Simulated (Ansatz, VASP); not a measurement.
## NiO: VASP beside Ansatz

```
Ni O
1.0
     0.00000    2.09421    2.09421
     2.09421    0.00000    2.09421
     2.09421    2.09421    0.00000
Ni O
1 1
Direct
  0.00000 0.00000 0.00000
  0.50000 0.50000 0.50000
```

Alike in both runs: functional r2SCAN; k mesh 12 × 12 × 12; occupations gaussian, width 0.02 eV; collinear spin.

Ansatz relaxed the structure, and its values are those at the end. VASP's run is a single point on that final structure, the one shown.

|  | VASP | Ansatz |
| --- | --- | --- |
| version | VASP 6.6.1 | Ansatz 0.2.0 |
| potentials or method | VASP PAW PBE potentials, release 64 (Ni, O) | scalar-relativistic, plane waves, PAW |
| plane-wave cutoff (eV) | 520 | 500 |
| valence electrons in the cell | 16 | 24 |

VASP gave:

| Quantity | Value |
| --- | --- |
| gap on the k mesh at the Fermi level (eV) | 0.74 |
| least direct gap on the mesh (eV) | 1.75 |
| pressure (GPa) | 0.1 |
| net moment per atom (μB) | 1.00 |
| size of the moment on the site where the two differ most (μB) | 1.69 |

Problem. What did Ansatz give for the same quantities?

Solution. gap on the k mesh at the Fermi level (eV): 0.82; least direct gap on the mesh (eV): 1.83; pressure (GPa): 0.0; net moment per atom (μB): 1.00; size of the moment on the site where the two differ most (μB): 1.67.

Site moments also hang on the region over which each program counts them. The two sets of potentials don't hold the same shells in valence.

Caveats: the PAW data sets were made with another functional, which shifts forces and pressure a little (VASP); a cell with one magnetic atom can't hold antiferromagnetic order, which such compounds often take. r2SCAN opens gaps a little over a GGA but as a rule still falls short of measured ones. A k mesh can miss the band edges.
